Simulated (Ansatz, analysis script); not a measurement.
## MnO2 monolayer: non-collinear orders

Do the moments of a MnO2 monolayer prefer to cant? Several patterns are started on spinors.

Method: PBE with U = 2 eV on Mn d, PAW set soft_2, in Ansatz 0.2.0.

## 1. The starting structure

The cell holds 9 atoms: 3 Mn and 6 O. Cell: a = 8.571 Å, b = 4.948 Å, c = 16.897 Å, α = 90.0°, β = 90.0°, γ = 30.0°. It derives from MnO2. One layer cut from the bulk crystal, 15 Å of vacuum. Vacuum lies along c.

The parent crystal comes from the Materials Project, a database of computed structures, and the real compound may take another structure.

## 2. Two spin channels first

The work starts on two spin channels, which tell the size of the moments. The atoms are relaxed in it, since their places were only estimated or cut from the bulk.

Contents of input.yaml:

```yaml
crystal:
  lattice:
    - [8.57061, 0.0, 0.0]
    - [4.285305, 2.474122, 0.0]
    - [0.0, 0.0, 16.896891]
  atoms:
    - { symbol: Mn, position: [0.0, 0.0, 0.5], spin: 4.5 }
    - { symbol: Mn, position: [0.3333333333, 0.0, 0.5], spin: 4.5 }
    - { symbol: Mn, position: [0.6666666667, 0.0, 0.5], spin: 4.5 }
    - { symbol: O, position: [3.333e-07, 0.333333, 0.556131] }
    - { symbol: O, position: [0.3333336667, 0.333333, 0.556131] }
    - { symbol: O, position: [0.666667, 0.333333, 0.556131] }
    - { symbol: O, position: [0.6666663333, 0.666667, 0.443869] }
    - { symbol: O, position: [0.9999996667, 0.666667, 0.443869] }
    - { symbol: O, position: [0.333333, 0.666667, 0.443869] }
magnetization:
  spin_polarized: true
kpoints:
  mp_grid: { grid: [6, 6, 1] }
hamiltonian:
  xc: pbe
  hubbard: { sites: [{ species: Mn, l: d, u_eff: 2.0 }] }
scf:
  occupations: { method: fermi_dirac, width: 0.05 }
  max_iter: 120
  convergence: { dr2_threshold: 1.0e-08 }
relax:
  max_steps: 25
  f_tol: 0.02
output:
  write_density: true
  write_potential: true
  elf: true
  volumetric_format: npy
```

Run with:

```sh
$ ansatz run input.yaml --threads 4 --pin off --max-ram 8192MiB --backend cpu --events-out ev --progress --plain --runs-dir out
```

Numbers of over 12 decimals in the logs are rounded to 6 here.

Output:

```text
Warning: the atoms were moved onto the symmetric positions of the space group found under crystal.symmetry.tolerance 1.0e-5 (fractional; no operation is sought that the atoms, as they stand in a round, miss by more than twice it, and no atom is moved by as much as it), and the run uses the moved positions. Before a round's move an operation carried an atom to 2.86e-6 Å from where it should land, the largest such dist [...]
Mn: projections on atomic orbitals take those of the free atom [Ne] 3s2 3p6 3d5 4s2, of charge +0.00 (hamiltonian.pseudopotentials.projection_atoms); the dataset's partial waves leave at most 9.0e-7 of an orbital's norm unspanned inside its sphere
O: projections on atomic orbitals take those of the free atom [He] 2s2 2p4, of charge +0.00 (hamiltonian.pseudopotentials.projection_atoms); the dataset's partial waves leave at most 1.9e-8 of an orbital's norm unspanned inside its sphere
Engine: ansatz 0.2.0, aarch64-unknown-linux-gnu
Pseudopotentials: kind: paw
Pseudopotential: Mn, paw, valence charge 15, recommended cutoff 420 eV (normal), Mn.paw.azcp
Pseudopotential: O, paw, valence charge 6, recommended cutoff 420 eV (normal), O.paw.azcp
Functional definition: PBE
  parameter kappa = 0.804
  parameter beta = 0.066725
  exchange = pbe_x(kappa = kappa, mu = beta*pi^2/3)
  correlation = pbe_c(beta = beta)
Crystal: 9 atoms, lattice volume = 358.294 Å³
Basis set: ecut = 420 eV, 6999 PW (Γ), exchange–correlation on 120×72×240 points (8 copies of the dense FFT grid, shifted against one another)
Bands: 57, of which v1, the nominal top of the filled ones, is band 41 counted from 1 (40 counted from 0)
Symmetry: 36 space group operations
Space group: P-3m1 (ITA 164), of the structure as read, at distance tolerance 7.1e-5 Å
Magnetic group: BNS 164.85 (UNI 1315), of the structure as read, at distance tolerance 7.1e-5 Å
k-points: 7 of 36
Non-local potential: Mn, projectors of the file, l = 0: 3, l = 1: 2, l = 2: 3, l = 3: 1
Non-local potential: O, projectors of the file, l = 0: 2, l = 1: 2, l = 2: 1
PAW form: soft (Blöchl's): semilocal exchange-correlation on the pseudo side does not see the compensation charge
PAW one-centre angular grid: Mn, 590 points (default); XC on 64 Gauss nodes
PAW one-centre angular grid: O, 110 points (default); XC on 64 Gauss nodes
Initial density: superposition of atomic densities (neutral atoms: chi_scale 0, normalization atom)
Starting moments: Σ|m| = 13.5 μB on 3 of 9 sites
Initial wavefunctions: pseudopotential atomic-orbital guess
Functional: x = pbe(κ = 0.804, μ = 0.219515), c = pbe(β = 0.066725)
SCF iter   1: F=—  HF=-15102.771518 eV  |F-HF|=—  |Δ(HF+E_count)|=         —  Δρ=8.07e-2 (↑8.07e-2 ↓5.13e-2)  dr2=4.41e1  dr2_m=4.40e0  M=9.000 μB ∫|m|=10.605 μB  β_m=0.30  ethr=3.10e-3  ⟨swp⟩=11.2  Hψ=3738  notcnv=0  defer=3
preconditioner: auto → Resta (q_TF=auto, 2.129 Å⁻¹)  ε∞=2.2  [insulator: Δε(μ)=1.465 eV  Ē_g=13.674 eV  σ=0.050 eV  W_gap=1.00  n_scr=64 (ndim 8)  ℏωp=14.8 eV  f_vac=0.708  D(μ)=0.00/eV (n_scr^D=0)  ε∞_Penn≈2.2  vacuum switching on, ρ_ref=1.4e-2 e/Å³]
spin=Collinear: Resta preconditioning applied to the charge; magnetization (m = ρ↑ − ρ↓) channel mixes plain (no charge-response kernel on spin).
SCF iter   2: F=—  HF=-15096.719259 eV  |F-HF|=—  |Δ(HF+E_count)|=    6.05e0  Δρ=3.21e-2 (↑2.23e-2 ↓3.21e-2)  dr2=5.44e0  dr2_m=8.22e-1  M=9.000 μB ∫|m|=11.146 μB  β_m=0.30  ethr=3.10e-3  ⟨swp⟩=4.4  Hψ=2325  notcnv=0  defer=53
SCF iter   3: F=—  HF=-15096.411452 eV  |F-HF|=—  |Δ(HF+E_count)|=   3.08e-1  Δρ=1.97e-2 (↑1.97e-2 ↓1.55e-2)  dr2=1.07e0  dr2_m=7.19e-1  M=9.000 μB ∫|m|=10.809 μB  β_m=0.30  ethr=3.10e-3  ⟨swp⟩=3.3  Hψ=1626  notcnv=0  defer=61
SCF iter   4: F=—  HF=-15096.598544 eV  |F-HF|=—  |Δ(HF+E_count)|=   1.87e-1  Δρ=1.41e-2 (↑1.04e-2 ↓1.41e-2)  dr2=3.43e-1  dr2_m=3.73e-1  M=9.000 μB ∫|m|=10.593 μB  β_m=0.30  ethr=1.32e-3  ⟨swp⟩=2.5  Hψ=1314  notcnv=0  defer=63
SCF iter   5: F=—  HF=-15096.771494 eV  |F-HF|=—  |Δ(HF+E_count)|=   1.73e-1  Δρ=1.25e-2 (↑1.25e-2 ↓6.99e-3)  dr2=1.43e-1  dr2_m=2.98e-1  M=9.000 μB ∫|m|=10.407 μB  β_m=0.30  ethr=4.23e-4  ⟨swp⟩=2.8  Hψ=1339  notcnv=0  defer=60
SCF iter   6: F=—  HF=-15096.871507 eV  |F-HF|=—  |Δ(HF+E_count)|=   1.00e-1  Δρ=7.48e-3 (↑6.73e-3 ↓7.48e-3)  dr2=3.84e-3  dr2_m=1.65e-1  M=9.000 μB ∫|m|=10.278 μB  β_m=0.30  ethr=1.77e-4  ⟨swp⟩=3.1  Hψ=1462  notcnv=0  defer=65
SCF iter   7: F=—  HF=-15096.944480 eV  |F-HF|=—  |Δ(HF+E_count)|=   7.30e-2  Δρ=6.23e-3 (↑5.51e-3 ↓6.23e-3)  dr2=2.31e-3  dr2_m=1.13e-1  M=9.000 μB ∫|m|=10.162 μB  β_m=0.30  ethr=4.75e-6  ⟨swp⟩=2.1  Hψ=1413  notcnv=0  defer=65
Mixer restart at iter 7: flushing history
spin-set hold released at iteration 7 (site moments contracting): the magnetisation degrees of freedom join the quasi-Newton model from the next iteration; the mixer history was flushed
SCF iter   8: F=—  HF=-15096.990885 eV  |F-HF|=—  |Δ(HF+E_count)|=   4.64e-2  Δρ=5.40e-3 (↑5.40e-3 ↓4.69e-3)  dr2=1.79e-3  dr2_m=8.35e-2  M=9.000 μB ∫|m|=10.060 μB  β_m=0.58  ethr=2.85e-6  ⟨swp⟩=2.0  Hψ=1364  notcnv=0  defer=65
[...]
Mixer restart at iter 7: flushing history
spin-set hold released at iteration 7 (site moments contracting): the magnetisation degrees of freedom join the quasi-Newton model from the next iteration; the mixer history was flushed
SCF iter   8: F=—  HF=-15097.016651 eV  |F-HF|=—  |Δ(HF+E_count)|=   4.99e-2  Δρ=5.91e-3 (↑5.91e-3 ↓5.13e-3)  dr2=2.34e-3  dr2_m=9.98e-2  M=9.000 μB ∫|m|=10.079 μB  β_m=0.57  ethr=3.01e-6  ⟨swp⟩=2.1  Hψ=1233  notcnv=0  defer=65
SCF iter   9: F=—  HF=-15097.174876 eV  |F-HF|=—  |Δ(HF+E_count)|=   1.58e-1  Δρ=7.87e-3 (↑4.90e-3 ↓7.87e-3)  dr2=5.39e-1  dr2_m=8.44e-3  M=9.000 μB ∫|m|=9.760 μB  β_m=0.24  ethr=2.89e-6  ⟨swp⟩=3.1  Hψ=1939  notcnv=0  defer=68  recentre
SCF iter  10: F=—  HF=-15097.087483 eV  |F-HF|=—  |Δ(HF+E_count)|=   8.74e-2  Δρ=2.91e-3 (↑2.91e-3 ↓2.80e-3)  dr2=3.56e-5  dr2_m=2.68e-2  M=9.000 μB ∫|m|=9.848 μB  β_m=0.56  ethr=2.89e-6  ⟨swp⟩=3.5  Hψ=2117  notcnv=0  defer=79
SCF iter  11: F=—  HF=-15097.110350 eV  |F-HF|=—  |Δ(HF+E_count)|=   2.29e-2  Δρ=4.52e-4 (↑2.06e-4 ↓4.52e-4)  dr2=2.85e-4  dr2_m=3.41e-4  M=9.000 μB ∫|m|=9.602 μB  β_m=0.66  ethr=4.40e-8  ⟨swp⟩=4.0  Hψ=2247  notcnv=0  defer=76
SCF iter  12: F=—  HF=-15097.110567 eV  |F-HF|=—  |Δ(HF+E_count)|=   2.17e-4  Δρ=5.68e-5 (↑3.75e-5 ↓5.68e-5)  dr2=1.20e-5  dr2_m=4.99e-6  M=9.000 μB ∫|m|=9.573 μB  β_m=0.83  ethr=4.40e-8  ⟨swp⟩=3.3  Hψ=1607  notcnv=0  defer=76
SCF iter  13: F=—  HF=-15097.110572 eV  |F-HF|=—  |Δ(HF+E_count)|=   4.83e-6  Δρ=1.38e-5 (↑1.38e-5 ↓8.52e-6)  dr2=9.07e-7  dr2_m=9.43e-8  M=9.000 μB ∫|m|=9.571 μB  β_m=0.75  ethr=1.49e-8  ⟨swp⟩=1.9  Hψ=1011  notcnv=0  defer=76
SCF iter  14: F=—  HF=-15097.110571 eV  |F-HF|=—  |Δ(HF+E_count)|=   1.83e-7  Δρ=4.97e-6 (↑4.97e-6 ↓3.35e-6)  dr2=1.84e-7  dr2_m=8.07e-9  M=9.000 μB ∫|m|=9.571 μB  β_m=0.79  ethr=1.12e-9  ⟨swp⟩=2.9  Hψ=1552  notcnv=0  defer=76
SCF iter  15: F=—  HF=-15097.110571 eV  |F-HF|=—  |Δ(HF+E_count)|=   1.63e-8  Δρ=1.11e-6 (↑1.11e-6 ↓8.92e-7)  dr2=1.04e-8  dr2_m=5.59e-10  M=9.000 μB ∫|m|=9.571 μB  β_m=0.90  ethr=2.27e-10  ⟨swp⟩=2.0  Hψ=956  notcnv=0  defer=76
SCF iter  16: F=-15097.110571 eV  HF=-15097.110571 eV  |F-HF|=3.27e-10  |Δ(HF+E_count)|=  4.58e-10  Δρ=2.08e-7 (↑1.82e-7 ↓2.08e-7)  dr2=3.75e-10  dr2_m=1.37e-11  M=9.000 μB ∫|m|=9.571 μB  ethr=1.23e-11  ⟨swp⟩=2.8  Hψ=1563  notcnv=0
SCF 1 converged in 16 iterations: F = -15097.110571 eV  dr2 = 3.75e-10
a single-point calculation of the run's input, under the relaxation's own `scf.mixing.negative_modes` where the relaxation goes by `scf.lower_state_search: light` itself or types `scf.max_iter`, was made at the relaxed geometry, from the atoms, in 16 SCF iterations in all. It converged -0.0 meV from the relaxation's final energy, with moments (2.63, 2.63, 2.63, -0.02, -0.02, -0.02, -0.02, -0.02, -0.02 Bohr magnetons, atom by atom), which does not count as lower, and the relaxation's result stands. No further magnetic order was relaxed to its end, and one can end lower (see `relax.adjacent_minimum`).
SCF converged after 8 iterations
Magnetization: 9.0000 μB (45.0000 up, 36.0000 down)
Absolute magnetization: 9.5752 μB (∫|ρ↑−ρ↓|, with the PAW one-centre terms)
Spin contamination: 0.1887 ħ² per cell (⟨S²⟩ above its minimum at these occupations)
Per-site moments (μB) at R_I (Å): [(2.631360, 0.789172), (2.631360, 0.789172), (2.631360, 0.789172), (-0.020340, 0.789172), (-0.020340, 0.789172), (-0.020340, 0.789172), (-0.020340, 0.789172), (-0.020340, 0.789172), (-0.020340, 0.789172)]
Free energy (F): -15097.110571 eV
Harris-Foulkes:  -15097.110571 eV  (|F-HF|=1.93e-9)
Internal energy: -15097.110571 eV  (E = F + TS)
E sigma→0 (E₀):  -15097.110571 eV
Fermi energy:    -2.928419 eV
--- Per-component energies (eV) ---
  E_band       = -2009.778758
  E_kinetic    = 1944.459772
  E_local      = -63311.547620  (includes V_loc(G=0)·N_el)
  E_nonlocal   = 1000.797867
  E_hartree    = 30220.463505
  E_xc         = -781.410949
  E_vxc        = -998.277949  (∫ρ·V_xc dr)
  E_hubbard    = 3.883738  (on-site DFT+U / exact-exchange correction)
  E_vhub       = -7.404559  (the Hubbard potential's part of the band-sum identity)
  E_paw        = -4831.788053  (= ΣΔE_a)
  E_vpaw       = -1078.740821  (= ΣTr[D̂ρ^β])
  E_aug_tail   = 0.014443  (compensation charges beyond the density's cutoff)
  E_ewald      = 20658.016726
  E_smearing   = -0.000000  (= −TS)
  E_closure    = 0.000000  (closes the sum)
  Σ components = -15097.110571   (vs F -15097.110571, Δ=0.00e0)
--- Forces (eV/Å), atoms counted from 1 ---
  atom   1  Mn     0.00000000     0.00000000     0.00000000
  atom   2  Mn     0.00000000    -0.00000000     0.00000000
  atom   3  Mn     0.00000000    -0.00000000     0.00000000
  atom   4  O     -0.00000000     0.00000000     0.00049650
  atom   5  O     -0.00000000     0.00000000     0.00049650
  atom   6  O     -0.00000000     0.00000000     0.00049650
  atom   7  O     -0.00000000     0.00000000    -0.00049650
  atom   8  O     -0.00000000    -0.00000000    -0.00049650
  atom   9  O     -0.00000000     0.00000000    -0.00049650
  max |Σ_I F_I| component: 1.16e-18 eV/Å
--- Band table (eV; the first three rows and the last of 14) ---
  k-point 0 ↑: bands = [... 37 lower, -5.0658, -4.7499, -4.7499, -4.7499, -4.7499, -4.6454, -4.6454, -4.2115, ... 12 higher]
  k-point 1 ↑: bands = [... 37 lower, -5.3159, -5.2101, -5.2101, -4.5788, -4.4974, -4.4463, -4.4463, -4.0868, ... 12 higher]
  k-point 2 ↑: bands = [... 37 lower, -4.9562, -4.9562, -4.9504, -4.9504, -4.9504, -4.5108, -4.5108, -4.5108, ... 12 higher]
  k-point 6 ↓: bands = [... 37 lower, -1.4037, -1.3690, -1.1955, -1.0714, -0.9627, -0.8573, -0.8010, -0.4597, ... 12 higher]
--- Relaxed structure (3 steps of the walk, 3 accepted, 0 SCFs on fresh bases) ---
  F+E_penalty+E_count = -15097.11057142 eV   max|allowed force component| = 4.965e-4 eV/Å
  atoms:
    - { symbol: Mn, position: [0, 0, 0.5] }
    - { symbol: Mn, position: [0.333333, 0, 0.5] }
    - { symbol: Mn, position: [0.666667, 0, 0.5] }
    - { symbol: O, position: [-5.551115123125783e-17, 0.333333, 0.557366] }
    - { symbol: O, position: [0.333333, 0.333333, 0.557366] }
    - { symbol: O, position: [0.666667, 0.333333, 0.557366] }
    - { symbol: O, position: [0.666667, 0.666667, 0.442634] }
    - { symbol: O, position: [1.000000, 0.666667, 0.442634] }
    - { symbol: O, position: [0.333333, 0.666667, 0.442634] }
```

Wall time 29 s (4 threads of Arm Neoverse V2, shared host); peak memory 1.2 GiB; 1.8 min of CPU time.

The steps of the relaxation:

```
step  energy less that of the first step (eV)  largest force component (eV/Å)
   1                                   0.0000                          0.4030
   2                                  -0.0205                          0.1720
   3                                  -0.0251                          0.0005
   3                                  -0.0251                          0.0005
```

Forces are held to the 36 operations that the run works with; a distortion that breaks them can't arise in this run.

The atoms that moved most (Å):

```csv
atom,dx,dy,dz,length
O5,0.000,0.000,0.021,0.021
O7,0.000,0.000,-0.021,0.021
O6,0.000,0.000,0.021,0.021
O9,0.000,0.000,-0.021,0.021
O4,0.000,0.000,0.021,0.021
O8,0.000,0.000,-0.021,0.021
```

Spin moment in the atom's sphere by atom:

```csv
atom,spin moment in the atom's sphere (μB)
Mn1,2.63
Mn2,2.63
Mn3,2.63
O4,-0.02
O5,-0.02
O6,-0.02
O7,-0.02
O8,-0.02
O9,-0.02
```

Tables count atoms from 1; parts of the log count from 0.

The run ends ferromagnetic, with a net moment of 9 μB a cell. Only this order was typed.

Spin density in the cb plane at fractional x = 0.000, with atoms of Mn and O within 0.2 Å of it.

Ten even steps from '0' (-0.1 e/Å³) to '9' (4.9 e/Å³), each cell a mean:
```
00000000000000000000146200000000000000000000
00000000000000000000001000000000000000000000
00000000000000000000000000000000000000000000
00000000000000000000000000000000000000000000
00000000000000000000000000000000000000000000
00000000000000000000000000000000000000000000
00000000000000000000000000000000000000000000
00000000000000000000000000000000000000000000
00000000000000000000000000000000000000000000
00000000000000000000000000000000000000000000
00000000000000000000022000000000000000000000
00000000000000000000179400000000000000000000
```
Columns run along c (16.9 Å), rows up along b (4.9 Å). Atoms in or near the plane, at fractional coordinates: Mn at (0.50, 0.00), O at (0.56, 0.33), O at (0.44, 0.67).

Valence density in the cb plane at fractional x = 0.000, with atoms of Mn and O within 0.2 Å of it. It is the smooth field of the valence electrons, not physical close to the nuclei.

Ten steps, logarithmic in the rise over the least value, from '0' (0 e/Å³) to '9' (22 e/Å³), each cell a mean:
```
00000000000000000001589730000000000000000000
00000000000000000012345310000000000000000000
00000000000000000145532100000000000000000000
00000000000000000267642000000000000000000000
00000000000000000256641100000000000000000000
00000000000000000124321222100000000000000000
00000000000000000001112455200000000000000000
00000000000000000000013577410000000000000000
00000000000000000000012566310000000000000000
00000000000000000000123343200000000000000000
00000000000000000001367521000000000000000000
00000000000000000001599731000000000000000000
```
Columns run along c (16.9 Å), rows up along b (4.9 Å). Atoms in or near the plane, at fractional coordinates: Mn at (0.50, 0.00), O at (0.56, 0.33), O at (0.44, 0.67).

ELF in the cb plane at fractional x = 0.000, with atoms of Mn and O within 0.2 Å of it. It is the smooth field of the valence electrons, not physical close to the nuclei.

Ten even steps from '0' (0.00) to '9' (0.86), each cell a mean:
```
00000000000000000011379620000000000000000000
00000000000000001355334210000000000000000000
00000000000000014899852000000000000000000000
00000000000000026995683000000000000000000000
00000000000000025897773110000000000000000000
00000000000000013688741356420000000000000000
00000000000000000123213789863000000000000000
00000000000000000000016857984100000000000000
00000000000000000000015878974100000000000000
00000000000000000000012588741000000000000000
00000000000000000000266323200000000000000000
00000000000000000001599720000000000000000000
```
Columns run along c (16.9 Å), rows up along b (4.9 Å). Atoms in or near the plane, at fractional coordinates: Mn at (0.50, 0.00), O at (0.56, 0.33), O at (0.44, 0.67).

Signs and angles in the names of the patterns follow the order of the magnetic atoms in the input, which need not be their order in space.

In the spinor runs that follow the search for lower states is off.

(Part 1 of 2 ends here.)

[Logs and program files are shortened in this print: banners, set-up blocks, solver, clock and traceback lines can be left out without a mark of their own.]

[Logs are printed without paths, hosts, clocks, repeated set-up lines and the standing remarks that a program may print on its own settings, such as how far it seeks lower states.]

[Hosts, paths, dates, database ids (printed as entryN), source tags and the programs' standing remarks are cut or masked in the printed files.]
